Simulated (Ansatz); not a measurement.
# GaN: stress in a strained cell

GaN is deformed so: equal xy, yz and zx engineering shear strains of -2 %. What stress and forces result, by LAPW, PAW and all-electron datasets made for the crystal?

Program: Ansatz 0.2.0. Level of theory: DFT PBEsol, scalar-relativistic. These are calculated values, not measurements.

## Step 1: The system as given

Symmetry: Fm-3m, No. 225, cubic system. Conventional cell: a = 3.985 Å, b = 3.985 Å, c = 3.985 Å, α = 90.00°, β = 90.00°, γ = 90.00°. Around Ga (site symmetry m-3m) lie 6 N at 1.99 Å. N (site symmetry m-3m) is surrounded by 6 Ga at 1.99 Å.

Coordinates:

```cif
data_structure
_symmetry_space_group_name_H-M 'Fm-3m'
_symmetry_Int_Tables_number 225
_cell_length_a 3.9850
_cell_length_b 3.9850
_cell_length_c 3.9850
_cell_angle_alpha 90.000
_cell_angle_beta 90.000
_cell_angle_gamma 90.000
_cell_volume 63.28
loop_
_atom_site_label
_atom_site_type_symbol
_atom_site_symmetry_multiplicity
_atom_site_Wyckoff_symbol
_atom_site_fract_x
_atom_site_fract_y
_atom_site_fract_z
_atom_site_occupancy
Ga1 Ga 4 b 0.50000 0.00000 0.00000 1
N1 N 4 a 0.00000 0.00000 0.00000 1
```

The file gives the conventional cell by its symmetry; the runs use the cell typed in the input.

Atoms are numbered in the order of the input: Ga1, N2.

## Step 2: After the deformation

Space group Fm-3m before, R-3m after.

## Step 3: All-electron LAPW

Input file input.yaml:

```yaml
crystal:
  lattice:
    - [-0.03985, 1.972575, 1.972575]
    - [1.972575, -0.03985, 1.972575]
    - [1.972575, 1.972575, -0.03985]
  atoms:
    - { symbol: Ga, position: [0.5, 0.5, 0.5] }
    - { symbol: "N", position: [0.0, 0.0, 0.0] }
kpoints:
  mp_grid: { grid: [13, 13, 13] }
  band_path:
    path:
      - [0.0, 0.0, 0.0]
      - [0.5, 0.5, 0.5]
      - [0.2551801333, 0.5, 0.7448198667]
      - [-0.2551801333, 0.2551801333, 0.5]
      - [0.0, 0.0, 0.5]
      - [0.0, 0.0, 0.0]
      - [-0.3775900666, 0.0, 0.3775900666]
      - [0.0, 0.3775900666, 0.6224099334]
      - [0.0, 0.5, 0.5]
    npoints: 5
scf:
  occupations: { method: fermi_dirac, width: 0.02 }
hamiltonian:
  xc: pbesol
  pseudopotentials: { kind: all_electron, lapw: { basis_error: 0.001 } }
output:
  forces: true
  stress: true
  eigenvalues: true
```

On the command line:

```bash
$ ansatz run input.yaml --threads 1 --pin off --max-ram 3072MiB --backend cpu --events-out ev --progress --plain --runs-dir out
```

## Step 4: PAW on the default files

Input file input.yaml:

```yaml
crystal:
  lattice:
    - [-0.03985, 1.972575, 1.972575]
    - [1.972575, -0.03985, 1.972575]
    - [1.972575, 1.972575, -0.03985]
  atoms:
    - { symbol: Ga, position: [0.5, 0.5, 0.5] }
    - { symbol: "N", position: [0.0, 0.0, 0.0] }
kpoints:
  mp_grid: { grid: [13, 13, 13] }
scf:
  occupations: { method: fermi_dirac, width: 0.02 }
hamiltonian:
  xc: pbesol
  pseudopotentials: { kind: paw }
output:
  forces: true
  stress: true
  eigenvalues: true
  efg: { contact_densities: true }
  write_density: true
  write_potential: true
  elf: true
  volumetric_format: npy
```

## Step 5: Datasets made for this crystal

Edit input.yaml of step 4 so:

```diff
@@ -14,3 +14,3 @@
   xc: pbesol
-  pseudopotentials: { kind: paw }
+  pseudopotentials: { kind: all_electron, datasets: crystal }
 output:
@@ -20,5 +20 @@
   efg: { contact_densities: true }
-  write_density: true
-  write_potential: true
-  elf: true
-  volumetric_format: npy
```

(Steps that only read results are left out.)

Q: Predict the outcome of this session. Wanted: pressure; largest shear or deviatoric stress.

**Answer**, as computed:

| quantity | value |
| --- | --- |
| pressure | LAPW 58.96, PAW 58.84, crystal datasets 58.96 GPa |
| largest shear or deviatoric stress (LAPW) | 5.17 GPa |

What this shows: The largest part of the stress beyond the pressure is 5.17 GPa in size; the atoms are carried along and not relaxed. No run of the undeformed cell stands beside it, so the pressure holds what the given cell had before the change. PAW: stress within 0.12 GPa of LAPW. Crystal datasets: stress within 0.01 GPa of LAPW.
